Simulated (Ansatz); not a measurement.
# KTaO3: the cost of one run

Computed with Ansatz 0.2.0 (DFT PBE, scalar-relativistic, plane waves, PAW, unless a step's input says otherwise).

2 further runs of the same task are left out: 2 set aside as unsound or not needed.

### 1 The structure to begin with

Symmetry: Pm-3m, No. 221, cubic system. The conventional cell has a = 3.988 Å, b = 3.988 Å, c = 3.988 Å, α = 90.00°, β = 90.00°, γ = 90.00°. Around K (site symmetry m-3m) lie 12 O at 2.82 Å. Ta (site symmetry m-3m) is surrounded by 6 O at 1.99 Å. O (site symmetry 4/mmm) has 2 Ta at 1.99 Å and 4 K at 2.82 Å as nearest neighbours.

Structure file:

```cif
data_structure
_symmetry_space_group_name_H-M 'Pm-3m'
_symmetry_Int_Tables_number 221
_cell_length_a 3.9883
_cell_length_b 3.9883
_cell_length_c 3.9883
_cell_angle_alpha 90.000
_cell_angle_beta 90.000
_cell_angle_gamma 90.000
_cell_volume 63.44
loop_
_atom_site_label
_atom_site_type_symbol
_atom_site_symmetry_multiplicity
_atom_site_Wyckoff_symbol
_atom_site_fract_x
_atom_site_fract_y
_atom_site_fract_z
_atom_site_occupancy
K1 K 1 b 0.50000 0.50000 0.50000 1
Ta1 Ta 1 a 0.00000 0.00000 0.00000 1
O1 O 3 d 0.50000 0.00000 0.00000 1
```

The structure comes from the Crystallography Open Database.

### 6 The grid

The energy is mapped over volume and the cell's shape.

First coordinate, volume per atom: 5 values from 12.00 to 14.08 Å³. Second coordinate, c/a of the conventional cell: 5 values from 0.886 to 1.128.

Nothing else is relaxed (symmetry fixes all fractional coordinates). Energies count from the relaxed crystal. Points are written as (first, second).

(The set-up runs are not shown.)

### 7 Grid point (12.00 Å³, 1.000)

File input.yaml:

```yaml
crystal:
  lattice:
    - [3.914541375, 0.0, 0.0]
    - [0.0, 3.914541375, 0.0]
    - [0.0, 0.0, 3.914541375]
  atoms:
    - { symbol: K, position: [0.5, 0.5, 0.5] }
    - { symbol: Ta, position: [0.0, 0.0, 0.0] }
    - { symbol: O, position: [0.5, 0.0, 0.0] }
    - { symbol: O, position: [0.0, 0.5, 0.0] }
    - { symbol: O, position: [0.0, 0.0, 0.5] }
basis:
  ecutwfc: 520.0
kpoints:
  mp_grid: { grid: [8, 8, 8] }
hamiltonian:
  xc: pbe
scf:
  occupations: { method: gaussian, width: 0.05 }
output:
  forces: true
  stress: true
  eigenvalues: true
```

On the command line:

```sh
ansatz run input.yaml --threads 1 --pin off --max-ram 2048MiB --backend cpu --events-out ev --progress --plain --runs-dir out
```

What time and memory should one allow on 1 thread of Arm Neoverse V2, shared host?

About 3.4 s, with a peak of 0.42 GiB.
